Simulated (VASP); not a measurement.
**CdO: relaxation of cell and atoms with PBE**

CdO:

```
CELL_PARAMETERS angstrom
0.00000 2.07522 2.07522
2.07522 0.00000 2.07522
2.07522 2.07522 0.00000
ATOMIC_POSITIONS crystal
Cd 0.00000 0.00000 0.00000
O 0.50000 0.50000 0.50000
```

```yaml
Program: VASP 6.6.1
Task: relaxation of cell and atoms
Functional: PBE
Potentials_or_basis: VASP PAW PBE potentials, release 64 (Cd, O)
Cutoff: 520 eV
k_mesh: 16 × 16 × 16
Occupations: gaussian, width 0.1 eV
Spin: no spin polarisation
Target_pressure: 150 GPa
Further_INCAR_settings: ALGO = Fast; EDIFF = 1e-07; IBRION = 2; EDIFFG = -0.002; NSW = 80; ISIF = 3
Target_pressure: 150 GPa
```

* Energy change on relaxing (the enthalpy is what falls): -0.5 meV/atom
* Ionic steps: 3
* Pressure after relaxing: 150.0 GPa
* Band gap on the k mesh: 0.39 eV, indirect (least direct gap 3.83 eV)

Step by step:
```csv
step,energy change (eV),largest force (eV/Å),pressure (GPa),volume (Å³)
1,0.0000,0.0000,150.05,17.87
2,-0.0073,0.0000,149.73,17.88
3,-0.0009,0.0000,150.00,17.88
```

Final structure:
```xyz
2
Lattice="0.0000 2.0753 2.0753 2.0753 0.0000 2.0753 2.0753 2.0753 0.0000" Properties=species:S:1:pos:R:3 pbc="T T T"
Cd    0.0000    0.0000    0.0000
O     2.0753    2.0753    2.0753
```

Levels at points of the mesh, in eV from the valence-band top:
```csv
k point,band 5,band 6,band 7,band 8,band 9,band 10,band 11,band 12,band 13
"(0.00, 0.00, 0.00)",-7.70,-7.70,-3.44,-3.44,-3.44,0.39,14.77,19.63,19.63
"(0.50, 0.00, 0.00)",-7.07,-7.07,-4.85,0.00,0.00,4.18,9.98,13.50,13.50
"(0.50, 0.50, 0.00)",-6.72,-6.72,-5.53,-4.89,-4.89,5.41,9.93,12.56,16.66
```

Wall time 20 s on 1 thread of Intel(R) Xeon(R) 6975P-C (Granite Rapids), on a shared host, peak memory 0.17 GiB.

Caveat: the cell is relaxed towards a set pressure, so the enthalpy falls and the energy may rise. A hybrid or GW would open this gap; PBE tends to underestimate it.
